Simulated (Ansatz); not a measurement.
# Cu: a two-dimensional strain map

The task, for Cu: map the energy over biaxial and axial strain.

Program: Ansatz 0.2.0. Level of theory: DFT PBE, scalar-relativistic, plane waves, PAW. These are calculated values, not measurements.

### Step 1. The structure to begin with

It takes space group Fm-3m (No. 225, cubic). The conventional cell has a = 3.615 Å, b = 3.615 Å, c = 3.615 Å, α = 90.00°, β = 90.00°, γ = 90.00°. Around Cu (site symmetry m-3m) lie 12 Cu at 2.56 Å.

Coordinates:

```
CELL_PARAMETERS angstrom
0.00000 1.80750 1.80750
1.80750 0.00000 1.80750
1.80750 1.80750 0.00000
ATOMIC_POSITIONS crystal
Cu 0.00000 0.00000 0.00000
```

No relaxation comes first: the listed cell is the starting point.

### Step 2. Zero of energy

Reference values: F = -6625.1761 eV; pressure 1.78 GPa; largest force 0.000 eV/Å; gap on the mesh none (metal). It was computed beforehand with the settings of the runs below.

### Step 3. Setting up a two-dimensional strain map

The cell is strained by p along both x and y and by q along z, with fractional coordinates fixed.

### Step 4. Point p = -0.080, q = -0.080

The input, input.yaml:

```yaml
crystal:
  lattice:
    - [0.0, 1.6629, 1.6629]
    - [1.6629, 0.0, 1.6629]
    - [1.6629, 1.6629, 0.0]
  atoms:
    - { symbol: Cu, position: [0.0, 0.0, 0.0] }
basis:
  ecutwfc: 420
kpoints:
  mp_grid: { grid: [22, 22, 22] }
hamiltonian:
  xc: pbe
scf:
  occupations: { method: gaussian, width: 0.15 }
output:
  forces: true
  stress: true
  eigenvalues: true
```

The run is started by

```console
$ ansatz run input.yaml --threads 1 --pin off --max-ram 1228MiB --backend cpu --events-out ev --progress --plain --runs-dir out
```

Further runs follow: p = -0.080, q = 0.000; p = -0.080, q = 0.080; At p = 0.000, q = -0.080; p = 0.000, q = 0.080; At p = 0.080, q = -0.080; p = 0.080, q = 0.000; p = 0.080, q = 0.080; point p = -0.080, q = -0.040; point p = -0.080, q = 0.040; At p = -0.040, q = -0.080.

**Question.** What will these runs give? Wanted: highest point; lowest point away from the origin.

**Answer**, as computed:

| quantity | value |
| --- | --- |
| highest point | 472.5 meV/atom at (p, q) = (-0.080, -0.080) |
| lowest point away from the origin | 28.8 meV/atom at (0.000, 0.080) |

The undisturbed cell is the lowest computed point. At |p| = |q| = 0.080, points where p and q have the same sign cost 336.7 meV/atom on average, those of opposite sign 78.9: stretching in the plane is cheaper with a contraction along z.
